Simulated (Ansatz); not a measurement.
# CoPtO2 (R-3m) in Ansatz: settings compared

Aim: see how the results for CoPtO2 move with the level of theory and the settings. Levels: PBE, PBE+D3(BJ), PBE+D4. Tasks: single point, relaxation of cell and atoms.

Program: Ansatz 0.2.0. These are calculated values, not measurements. Logs are shortened: lines on timing, memory, paths and dates and some standing lists are left out, and cuts for length are marked.

## Step 1: The structure

It takes space group R-3m (No. 166, trigonal). The conventional cell has a = 2.825 Å, b = 2.825 Å, c = 17.818 Å, α = 90.00°, β = 90.00°, γ = 120.00°. Pt (site symmetry -3m) has 2 O at 2.00 Å as nearest neighbours. Co (site symmetry -3m) has 6 O at 1.90 Å as nearest neighbours. Around O (site symmetry 3m) lie 3 Co at 1.90 Å and 1 Pt at 2.00 Å.

The cell is a database's computed one.

## Step 2: Single point, PBE, collinear spin, ferromagnetic start

Contents of input.yaml:

```yaml
crystal:
  lattice:
    - [1.4122699173, 0.8153744169, 5.9393891094]
    - [-1.4122699173, 0.8153744169, 5.9393891094]
    - [0.0, -1.6307488338, 5.9393891094]
  atoms:
    - { symbol: Pt, position: [0.0, 0.0, 0.0] }
    - { symbol: Co, position: [0.5, 0.5, 0.5], spin: 2.0 }
    - { symbol: O, position: [0.11224403, 0.11224403, 0.11224403] }
    - { symbol: O, position: [0.88775597, 0.88775597, 0.88775597] }
hamiltonian:
  xc: pbe
  pseudopotentials: { kind: paw }
magnetization:
  spin_polarized: true
kpoints:
  mp_grid: { grid: [11, 11, 11] }
scf:
  occupations: { method: gaussian, width: 0.028 }
output:
  forces: true
  stress: true
  eigenvalues: true
```

Potentials or basis: Ansatz PAW.

Run with:

```
> ansatz run input.yaml --threads 2 --pin off --max-ram 5632MiB --backend cpu --events-out ev --progress --plain --runs-dir out
```

What it wrote:

```text
Warning: RAYON_NUM_THREADS=2 ignored (pool sized by the plan → 2); use --threads N
basis.fft_grid_basis auto: the FFT boxes are laid along the combinations [[1, 0, -1], [0, 1, -1], [0, 0, 1]] of the cell's own vectors, 2.825, 2.825 and 6.159 Å long. The dense box has 20×20×45 points. Along the cell's own vectors, as sized, it would have 45×45×45, 5.06 times as many. Of the 12 symmetry operations that the crystal satisfies within crystal.symmetry.tolerance (time reversal apart; of a slab, those that keep its plane) the dense box along the cell's own vectors carries 12, and the one as laid loses 8 of those. basis.fft_grid_basis: typed keeps the cell's own vectors: state it where this run's energies or levels are differenced outside the engine with another run's, or held beside a run that keeps those vectors.
Engine: ansatz 0.2.0, x86_64-unknown-linux-gnu
Pseudopotentials: kind: paw
Pseudopotential: Pt, paw, valence charge 18, recommended cutoff 420 eV (normal), Pt.paw.azcp
Pseudopotential: Co, paw, valence charge 17, recommended cutoff 420 eV (normal), Co.paw.azcp
Pseudopotential: O, paw, valence charge 6, recommended cutoff 420 eV (normal), O.paw.azcp
Functional definition: PBE
  parameter kappa = 0.804
  parameter beta = 0.06672455060314922
  exchange = pbe_x(kappa = kappa, mu = beta*pi^2/3)
  correlation = pbe_c(beta = beta)
Crystal: 4 atoms, lattice volume = 41.036 Å³
Basis set: ecut = 420 eV, 805 PW (Γ), FFT grids on a1−a3, a2−a3, a3, exchange–correlation on 40×40×90 points (8 copies of the dense FFT grid, shifted against one another)
Bands: 30, of which v1, the nominal top of the filled ones, is band 24 counted from 1 (23 counted from 0)
Symmetry: 12 space group operations
Space group: R-3m (ITA 166), of the structure as read, at distance tolerance 3.4e-5 Å
Magnetic group: BNS 166.97 (UNI 1327), of the structure as read, at distance tolerance 3.4e-5 Å
k-points: 146 of 1331
Non-local potential: Pt, projectors of the file, l = 0: 3, l = 1: 2, l = 2: 2, l = 3: 1
Non-local potential: Co, projectors of the file, l = 0: 3, l = 1: 2, l = 2: 3, l = 3: 1
Non-local potential: O, projectors of the file, l = 0: 2, l = 1: 2, l = 2: 1
PAW form: soft (Blöchl's): semilocal exchange-correlation on the pseudo side does not see the compensation charge
PAW one-centre angular grid: Pt, 590 points (default); XC on 64 Gauss nodes
PAW one-centre angular grid: Co, 590 points (default); XC on 64 Gauss nodes
PAW one-centre angular grid: O, 110 points (default); XC on 64 Gauss nodes
Initial density: superposition of atomic densities (chi_scale 0.1, normalization cell, long waves kept (reshape's long-wave potential 0.28 eV rms))
Starting moments: Σ|m| = 2 μB on 1 of 4 sites
Initial wavefunctions: pseudopotential atomic-orbital guess
Functional: x = pbe(κ = 0.804, μ = 0.2195149727645171), c = pbe(β = 0.06672455060314922)
SCF iter   1: F=—  HF=-18781.058096 eV  |F-HF|=—  |Δ(HF+E_count)|=         —  Δρ=1.91e-1 (↑1.02e-1 ↓1.91e-1)  dr2=5.52e0  dr2_m=6.82e0  M=0.000 μB ∫|m|=0.214 μB  β_m=0.30  ethr=3.10e-3  ⟨swp⟩=5.1  Hψ=31515  notcnv=0
Mixer restart at iter 1: flushing history
preconditioner: auto → none  [insulator: Δε(μ)=0.094 eV  Ē_g=11.706 eV  σ=0.028 eV  W_gap=0.91  n_scr=16 (ndim 8)  ℏωp=32.3 eV  f_vac=0.000  D(μ)=0.77/eV (n_scr^D=2)  ε∞_Penn≈8.6]
SCF iter   2: F=—  HF=-18782.779298 eV  |F-HF|=—  |Δ(HF+E_count)|=    1.72e0  Δρ=1.33e-1 (↑1.33e-1 ↓6.84e-2)  dr2=2.60e0  dr2_m=3.24e0  M=0.040 μB ∫|m|=0.216 μB  β_m=0.37  ethr=3.10e-3  ⟨swp⟩=3.0  Hψ=19730  notcnv=0  defer=625
preconditioner: auto → Kerker (q_TF=auto, 2.791 Å⁻¹)  [metal: Δε(μ)=0.004 eV  Ē_g=11.904 eV  σ=0.028 eV  W_gap=0.09  n_scr=16 (ndim 8)  ℏωp=32.3 eV  f_vac=0.000  D(μ)=2.25/eV (n_scr^D=28)]
spin=Collinear: Kerker preconditioning applied to the charge; magnetization (m = ρ↑ − ρ↓) channel mixes plain (no charge-response kernel on spin).
SCF iter   3: F=—  HF=-18782.060175 eV  |F-HF|=—  |Δ(HF+E_count)|=   7.19e-1  Δρ=7.37e-2 (↑6.47e-2 ↓7.37e-2)  dr2=4.24e-1  dr2_m=1.58e0  M=0.008 μB ∫|m|=0.137 μB  β_m=0.63  ethr=3.10e-3  ⟨swp⟩=2.0  Hψ=13851  notcnv=0  defer=555
SCF iter   4: F=—  HF=-18782.466152 eV  |F-HF|=—  |Δ(HF+E_count)|=   4.06e-1  Δρ=7.59e-3 (↑7.59e-3 ↓5.33e-3)  dr2=2.15e-1  dr2_m=1.41e-3  M=-0.003 μB ∫|m|=0.023 μB  β_m=0.62  ethr=9.03e-4  ⟨swp⟩=2.6  Hψ=15903  notcnv=0  defer=597
SCF iter   5: F=—  HF=-18782.447534 eV  |F-HF|=—  |Δ(HF+E_count)|=   1.86e-2  Δρ=5.23e-3 (↑5.11e-3 ↓5.23e-3)  dr2=4.53e-2  dr2_m=1.09e-4  M=-0.002 μB ∫|m|=0.010 μB  β_m=0.81  ethr=4.58e-4  ⟨swp⟩=2.0  Hψ=11695  notcnv=0  defer=605
SCF iter   6: F=—  HF=-18782.444569 eV  |F-HF|=—  |Δ(HF+E_count)|=   2.97e-3  Δρ=1.64e-3 (↑1.64e-3 ↓1.04e-3)  dr2=3.78e-3  dr2_m=1.45e-4  M=-0.001 μB ∫|m|=0.002 μB  β_m=0.83  ethr=9.64e-5  ⟨swp⟩=2.6  Hψ=15073  notcnv=0  defer=620
SCF iter   7: F=—  HF=-18782.444283 eV  |F-HF|=—  |Δ(HF+E_count)|=   2.86e-4  Δρ=1.61e-3 (↑1.41e-3 ↓1.61e-3)  dr2=3.69e-3  dr2_m=4.70e-6  M=-0.000 μB ∫|m|=0.001 μB  β_m=0.91  ethr=8.03e-6  ⟨swp⟩=2.2  Hψ=12122  notcnv=0  defer=620
SCF iter   8: F=—  HF=-18782.444168 eV  |F-HF|=—  |Δ(HF+E_count)|=   1.14e-4  Δρ=2.85e-4 (↑1.45e-4 ↓2.85e-4)  dr2=6.39e-5  dr2_m=6.18e-6  M=-0.000 μB ∫|m|=0.000 μB  β_m=0.95  ethr=7.84e-6  ⟨swp⟩=2.0  Hψ=10466  notcnv=0  defer=620
SCF iter   9: F=—  HF=-18782.444274 eV  |F-HF|=—  |Δ(HF+E_count)|=   1.05e-4  Δρ=1.97e-4 (↑1.97e-4 ↓1.50e-4)  dr2=3.20e-5  dr2_m=3.57e-7  M=0.000 μB ∫|m|=0.000 μB  β_m=0.86  ethr=1.36e-7  ⟨swp⟩=2.0  Hψ=16083  notcnv=0  defer=620
SCF iter  10: F=—  HF=-18782.444270 eV  |F-HF|=—  |Δ(HF+E_count)|=   3.42e-6  Δρ=5.30e-5 (↑5.30e-5 ↓3.39e-5)  dr2=1.94e-6  dr2_m=5.16e-8  M=0.000 μB ∫|m|=0.000 μB  β_m=0.93  ethr=6.81e-8  ⟨swp⟩=2.2  Hψ=11779  notcnv=0  defer=620
SCF iter  11: F=—  HF=-18782.444270 eV  |F-HF|=—  |Δ(HF+E_count)|=   2.08e-7  Δρ=1.35e-5 (↑1.29e-5 ↓1.35e-5)  dr2=2.09e-7  dr2_m=2.43e-10  M=0.000 μB ∫|m|=0.000 μB  β_m=0.91  ethr=4.13e-9  ⟨swp⟩=2.0  Hψ=15229  notcnv=0  defer=620
SCF iter  12: F=—  HF=-18782.444270 eV  |F-HF|=—  |Δ(HF+E_count)|=   2.23e-8  Δρ=2.45e-6 (↑2.07e-6 ↓2.45e-6)  dr2=8.85e-9  dr2_m=7.35e-11  M=0.000 μB ∫|m|=0.000 μB  β_m=0.95  ethr=4.46e-10  ⟨swp⟩=2.7  Hψ=14790  notcnv=0  defer=620
SCF iter  13: F=-18782.444270 eV  HF=-18782.444270 eV  |F-HF|=2.55e-11  |Δ(HF+E_count)|=  8.80e-10  Δρ=8.05e-7 (↑7.92e-7 ↓8.05e-7)  dr2=1.18e-9  dr2_m=8.96e-12  M=0.000 μB ∫|m|=0.000 μB  ethr=1.88e-11  ⟨swp⟩=7.1  Hψ=31300  notcnv=0
SCF 1 converged in 13 iterations: F = -18782.444270 eV  dr2 = 1.18e-9
WARN: the starting moments were not kept: the SCF closed with an absolute magnetisation of 4.4e-6 μB, where they sum to 2 μB in size (1 site). That is at most 0.1 of that sum. Measured as dr2_m measures the in/out step, that magnetisation stands 1.0e-11 eV from none, at or under the dr2_threshold of 1.0e-7 eV: it is no larger than a step whose dr2_m would equal this threshold. The system may hold no moment; this SCF shows only that its start led to no more than that. To try another start: raise the starting moments (crystal.atoms[].spin, magnetization.per_species, magnetization.initial_magnetization, or on a non-collinear deck that types none of these the spinor_matrix: blocks that start its atoms; where the total moment is fixed, keep their sum and leave initial_magnetization as it is; typed ones take the place of any that the run laid by itself, positive ones on a crystal's lanthanoids without a Hubbard term where scf.initial_density.shell_occupations: [] is typed) or, if the notice of its spin-set hold's release reads "site moments contracting" or "site moments show no strong build", lengthen the hold (scf.mixing.spin_hold: { on: { confirm: 4 } }; for m-r²SCAN on two components see the key's manual first). Each may lead to a state that holds a moment. A second SCF, from the converged charge density, with the starting moments and any scf.initial_density.shell_occupations laid on it anew, would have followed, and was not run: the deck does not ask for one (magnetization.retry_lost_moments is false, the default). To let it run, set magnetization.retry_lost_moments: true and run the deck again, where that key's refused combinations let it; where memory then withholds it, that run's warning says so.
SCF converged after 13 iterations
Magnetization: 0.0000 μB (23.5000 up, 23.5000 down)
Absolute magnetization: 0.0000 μB (∫|ρ↑−ρ↓|, with the PAW one-centre terms)
Spin contamination: 0.0000 ħ² per cell (⟨S²⟩ above its minimum at these occupations)
Per-site moments (μB) at R_I (Å): [(2.9251768681420922e-6, 0.8249929496042441), (4.436359489308646e-8, 0.7826291999317879), (-1.7043496171755318e-7, 0.782629199931788), (-1.70434961583645e-7, 0.7826291999317879)]
Free energy (F): -18782.444270 eV
Harris-Foulkes:  -18782.444270 eV  (|F-HF|=2.55e-11)
Internal energy: -18782.443969 eV  (E = F + TS)
E sigma→0 (E₀):  -18782.444120 eV
Entropy (-TS):   -0.000301 eV (-0.075 meV/atom)
Fermi energy:    16.600666 eV
--- Per-component energies (eV) ---
  E_band       = -473.437779
  E_kinetic    = 1438.796929
  E_local      = -5687.179930  (includes V_loc(G=0)·N_el)
  E_nonlocal   = 752.071134
  E_hartree    = 2280.457467
  E_xc         = -566.574796
  E_vxc        = -694.175448  (∫ρ·V_xc dr)
  E_paw        = -11283.268560  (= ΣΔE_a)
  E_vpaw       = -843.869238  (= ΣTr[D̂ρ^β])
  E_aug_tail   = 0.005001  (compensation charges beyond the density's cutoff)
  E_ewald      = -5716.751213
  E_smearing   = -0.000301  (= −TS)
  E_closure    = 0.000000  (closes the sum)
  Σ components = -18782.444270   (vs F -18782.444270, Δ=0.00e0)
--- Forces (eV/Å), atoms counted from 1 ---
  atom   1  Pt     0.00000000     0.00000000    -0.00000000
  atom   2  Co    -0.00000000     0.00000000     0.00000000
  atom   3  O      0.00000000    -0.00000000    -0.10319027
  atom   4  O     -0.00000000     0.00000000     0.10319027
  max |Σ_I F_I| component: 9.25e-18 eV/Å
--- Stress (GPa, compression-positive) ---
        6.394706       0.000000      -0.000000
        0.000000       6.394706       0.000000
        0.000000       0.000000       4.887124
  P = ⅓ Tr σ = 5.8922 GPa (58.922 kbar)
--- Band table (eV; the first three rows and the last of 292) ---
  k-point 0 ↑: bands = ["-82.0691", "-79.1426", "-42.4263", "-42.4263", "-42.3988", "-36.7049", "-35.9430", "-35.9430", "-5.0963", "-3.1608", "6.8691", "9.5522", "10.0019", "10.0019", "11.9627", "13.2160", "13.2160", "13.4510", "13.4510", "14.6345", "14.6345", "14.9898", "14.9898", "15.0436", "18.4499", "18.4499", "19.3502", "22.0895", "25.5402", "28.1557"]
  k-point 1 ↑: bands = ["-82.0678", "-79.1421", "-42.4325", "-42.4277", "-42.3978", "-36.7022", "-35.9662", "-35.9488", "-4.9993", "-3.1529", "6.9925", "9.7250", "9.7883", "10.0479", "12.1905", "12.7075", "12.9369", "13.3462", "13.6713", "14.5501", "14.6909", "14.9298", "15.0991", "15.1390", "18.2619", "18.3732", "19.4851", "22.5870", "25.7700", "28.5646"]
  k-point 2 ↑: bands = ["-82.0643", "-79.1404", "-42.4491", "-42.4316", "-42.3952", "-36.6949", "-36.0281", "-35.9642", "-4.7272", "-3.1355", "7.3216", "9.2342", "10.1720", "10.3107", "11.7426", "12.4295", "12.4486", "13.1640", "14.1174", "14.2421", "14.6969", "14.9397", "15.2837", "15.4838", "17.8808", "18.1867", "19.7513", "23.7610", "26.4018", "29.5960"]
  k-point 145 ↓: bands = ["-82.0678", "-79.1420", "-42.4325", "-42.4277", "-42.3978", "-36.7023", "-35.9662", "-35.9488", "-4.7580", "-3.5274", "8.5833", "9.0639", "9.9717", "10.1893", "10.5904", "12.0462", "12.3797", "13.3252", "13.6605", "14.6969", "14.7728", "15.5257", "15.8557", "15.8638", "17.8132", "17.9750", "20.6062", "21.6022", "25.6982", "28.2947"]
```

Run time: 7 s. Hardware: 2 threads of Intel Xeon 6975P-C (Granite Rapids), shared host; peak memory 0.61 GiB.

What came out:

* Free energy: -18782.4443 eV
* Pressure: 5.9 GPa
* Largest force: 0.103 eV/Å
* Band gap on the k mesh: none (metal or under the smearing width)
* Net moment: 0.00 μB per cell
* Absolute moment: 0.00 μB per cell

Forces on the atoms (eV/Å):
```
Pt   0.000  0.000  0.000
Co   0.000  0.000  0.000
O    0.000  0.000 -0.103
O    0.000  0.000  0.103
```

Stress tensor (GPa, compression positive):
```
6.39 0.00 0.00
0.00 6.39 0.00
0.00 0.00 4.89
```

Caveat: the starting moments collapsed, and a magnetic state may lie lower; the pressure holds a Pulay correction of +0.7 GPa for the finite cutoff; semilocal functionals often make such compounds metallic where correlation or magnetic order opens a gap, which also shifts bond lengths; the starting moments weren't kept.

## Step 3: Relaxation of cell and atoms, PBE+D3(BJ), collinear spin, ferromagnetic start

Edit input.yaml of step 2 so:

```diff
@@ -13,2 +13,3 @@
   pseudopotentials: { kind: paw }
+  dispersion: d3bj
 magnetization:
@@ -18,3 +19,3 @@
 scf:
-  occupations: { method: gaussian, width: 0.028 }
+  occupations: { method: fermi_dirac, width: 0.05 }
 output:
@@ -22,2 +23,5 @@
   stress: true
-  eigenvalues: true
+relax:
+  f_tol: 0.01
+  max_steps: 40
+  cell: { stress_tol: 0.05 }
```

Potentials or basis: Ansatz PAW.

Run with:

```
> ansatz run input.yaml --threads 2 --pin off --max-ram 5632MiB --backend cpu --events-out ev --progress --plain --runs-dir out
```

It took 26 s on 2 threads of Intel Xeon 6975P-C (Granite Rapids), shared host; peak memory 0.62 GiB.

Results (log left out):

```yaml
Free_energy: -18783.7092 eV
Relaxed_volume: 10.30 Å³/atom
Relaxed_cell: a = 6.158 Å, b = 6.158 Å, c = 6.158 Å, α = 26.57°, β = 26.57°, γ = 26.57°
Space_group_after_relaxing_to_0.05_Å: R-3m (No. 166)
Energy_gained_by_relaxing: 0.2 meV/atom
Ionic_steps: 5
Pressure_after_relaxing: 0.0 GPa
Net_moment: 0.00 μB per cell
Absolute_moment: 0.00 μB per cell
```

Step by step:
```tsv
step	energy change (eV)	largest force (eV/Å)	volume (Å³)
1	0.0000	0.0924	41.04
2	-0.0002	0.0593	41.14
3	-0.0001	0.0100	41.18
4	-0.0001	0.0018	41.19
5	-0.0008	0.0018	41.19
```

Final structure:
```
Pt Co O
1.0
     1.41515    0.81704    5.93739
    -1.41515    0.81704    5.93739
     0.00000   -1.63407    5.93739
Pt Co O
1 1 2
Cartesian
  0.0000 0.0000 0.0000
  0.0000 0.0000 8.9061
  0.0000 0.0000 1.9975
  0.0000 0.0000 15.8147
```

Caveat: the starting moments collapsed, and a magnetic state may lie lower; the plane-wave basis is chosen anew once the cell has moved, so the energies of steps on either side of that aren't comparable; the pressure holds a Pulay correction of +0.7 GPa for the finite cutoff; the starting moments weren't kept. The run has no spin-orbit coupling, so splittings on Pt are missing.

## Step 4: Relaxation of cell and atoms, PBE+D4, collinear spin, ferromagnetic start

Edit input.yaml of step 3 so:

```diff
@@ -13,3 +13,3 @@
   pseudopotentials: { kind: paw }
-  dispersion: d3bj
+  dispersion: d4
 magnetization:
```

Potentials or basis: Ansatz PAW.

Run with:

```
> ansatz run input.yaml --threads 2 --pin off --max-ram 5632MiB --backend cpu --events-out ev --progress --plain --runs-dir out
```

What it wrote:

```text
Warning: RAYON_NUM_THREADS=2 ignored (pool sized by the plan → 2); use --threads N
basis.fft_grid_basis auto: the FFT boxes are laid along the combinations [[1, 0, -1], [0, 1, -1], [0, 0, 1]] of the cell's own vectors, 2.825, 2.825 and 6.159 Å long. The dense box has 20×20×45 points. Along the cell's own vectors, as sized, it would have 45×45×45, 5.06 times as many. Of the 12 symmetry operations that the crystal satisfies within crystal.symmetry.tolerance (time reversal apart; of a slab, those that keep its plane) the dense box along the cell's own vectors carries 12, and the one as laid loses 8 of those. basis.fft_grid_basis: typed keeps the cell's own vectors: state it where this run's energies or levels are differenced outside the engine with another run's, or held beside a run that keeps those vectors.
Engine: ansatz 0.2.0, x86_64-unknown-linux-gnu
Pseudopotentials: kind: paw
Pseudopotential: Pt, paw, valence charge 18, recommended cutoff 420 eV (normal), Pt.paw.azcp
Pseudopotential: Co, paw, valence charge 17, recommended cutoff 420 eV (normal), Co.paw.azcp
Pseudopotential: O, paw, valence charge 6, recommended cutoff 420 eV (normal), O.paw.azcp
Functional definition: PBE
  parameter kappa = 0.804
  parameter beta = 0.06672455060314922
  exchange = pbe_x(kappa = kappa, mu = beta*pi^2/3)
  correlation = pbe_c(beta = beta)
Crystal: 4 atoms, lattice volume = 41.036 Å³
Basis set: ecut = 420 eV, 805 PW (Γ), FFT grids on a1−a3, a2−a3, a3, exchange–correlation on 40×40×90 points (8 copies of the dense FFT grid, shifted against one another)
Bands: 30, of which v1, the nominal top of the filled ones, is band 24 counted from 1 (23 counted from 0)
[... 129 lines left out ...]
  atom   1  Pt     0.00000000     0.00000000    -0.00000000
  atom   2  Co    -0.00000000     0.00000000     0.00000000
  atom   3  O      0.00000000     0.00000000    -0.00189908
  atom   4  O     -0.00000000    -0.00000000     0.00189908
  max |Σ_I F_I| component: 9.25e-18 eV/Å
--- Stress (GPa, compression-positive) ---
        0.042815       0.000000      -0.000000
        0.000000       0.042815      -0.000000
       -0.000000      -0.000000      -0.009013
  P = ⅓ Tr σ = 0.0255 GPa (0.255 kbar)
--- Relaxed structure (4 steps of the walk, 4 accepted, 1 SCFs on fresh bases) ---
  F+E_penalty+E_count = -18783.85488759 eV   max|allowed force component| = 1.899e-3 eV/Å   (the final SCF, on the basis selected at the relaxed cell)
  cell:  # Å, volume = 41.2108 Å³
    - [1.4157601837565035, 0.8173895231997709, 5.935284335561855]
    - [-1.4157601837565035, 0.8173895231997709, 5.935284335561855]
    - [-2.123037515674244e-33, -1.6347790463995417, 5.935284335561855]
  atoms:
    - { symbol: Pt, position: [2.2818048971770634e-21, 2.281804897177032e-21, 2.2818048971769787e-21] }
    - { symbol: Co, position: [0.5, 0.5, 0.5] }
    - { symbol: O, position: [0.11218834576749796, 0.11218834576749796, 0.11218834576749796] }
    - { symbol: O, position: [0.8878116542325021, 0.8878116542325021, 0.8878116542325021] }
```

Wall time 27 s (2 threads of Intel Xeon 6975P-C (Granite Rapids), shared host); peak memory 0.62 GiB.

Results:

| Property | Result |
| --- | --- |
| Free energy | -18783.8549 eV |
| Relaxed volume | 10.30 Å³/atom |
| Relaxed cell | a = 6.156 Å, b = 6.156 Å, c = 6.156 Å, α = 26.59°, β = 26.59°, γ = 26.59° |
| Space group after relaxing (to 0.05 Å) | R-3m (No. 166) |
| Energy gained by relaxing | 0.2 meV/atom |
| Ionic steps | 5 |
| Pressure after relaxing | 0.0 GPa |
| Net moment | 0.00 μB per cell |
| Absolute moment | 0.00 μB per cell |

Step by step:
```
step  energy change (eV)  largest force (eV/Å)  volume (Å³)
   1              0.0000                0.0789        41.04
   2             -0.0002                0.0555        41.16
   3             -0.0002                0.0130        41.20
   4             -0.0002                0.0019        41.21
   5             -0.0009                0.0019        41.21
```

Final structure:
```
CELL_PARAMETERS angstrom
1.41576 0.81739 5.93528
-1.41576 0.81739 5.93528
0.00000 -1.63478 5.93528
ATOMIC_POSITIONS crystal
Pt 0.00000 0.00000 0.00000
Co 0.50000 0.50000 0.50000
O 0.11219 0.11219 0.11219
O 0.88781 0.88781 0.88781
```

Caveat: the starting moments collapsed, and a magnetic state may lie lower; the plane-wave basis is chosen anew once the cell has moved, so the energies of steps on either side of that aren't comparable; the pressure holds a Pulay correction of +0.7 GPa for the finite cutoff; the starting moments weren't kept.
